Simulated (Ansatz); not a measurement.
A run of Ansatz 0.2.0 is set up as follows.

File input.yaml:

```yaml
crystal:
  lattice:
    - [2.9217699809, 0.0, 0.0]
    - [-1.4608849905, 2.5303270275, 0.0]
    - [0.0, 0.0, 5.916515]
  atoms:
    - { symbol: Ta, position: [0.0, 0.0, 0.5] }
    - { symbol: Ta, position: [0.0, 0.0, 0.0] }
    - { symbol: "N", position: [0.3333333333, 0.6666666667, 0.25] }
    - { symbol: "N", position: [0.6666666667, 0.3333333333, 0.75] }
hamiltonian:
  xc: lda
  pseudopotentials: { kind: paw }
kpoints:
  mp_grid: { grid: [7, 7, 4] }
scf:
  occupations: { method: fermi_dirac, width: 0.05 }
output:
  forces: true
  stress: true
  eigenvalues: true
relax:
  f_tol: 0.01
  max_steps: 40
  cell: { stress_tol: 0.05, p_target: 5.0 }
```

Potentials or basis: Ansatz PAW.

The run is started by

```sh
$ ansatz run input.yaml --threads 2 --pin off --max-ram 5632MiB --backend cpu --events-out ev --progress --plain --runs-dir out
```

Task: Predict the space group after relaxing (to 0.05 Å).

Result: P6_3/mmc (No. 194).

Task: Predict the band gap on the k mesh.

Result: None (metal or under the smearing width).

Task: Estimate the relaxed volume.

Result: 10.26 Å³/atom.

Final structure:
```
CELL_PARAMETERS angstrom
2.85521 0.00000 0.00000
-1.42761 2.47269 0.00000
0.00000 0.00000 5.81039
ATOMIC_POSITIONS crystal
Ta 0.00000 0.00000 0.50000
Ta 0.00000 0.00000 0.00000
N 0.33333 0.66667 0.25000
N 0.66667 0.33333 0.75000
```

Caveat: the pressure holds a Pulay correction of +0.6 GPa for the finite cutoff; the PAW data sets come from PBE, with cores solved anew for the run's functional, which leaves a small shift of forces and pressure. Spin-orbit coupling is left out, which matters for the levels of Ta.
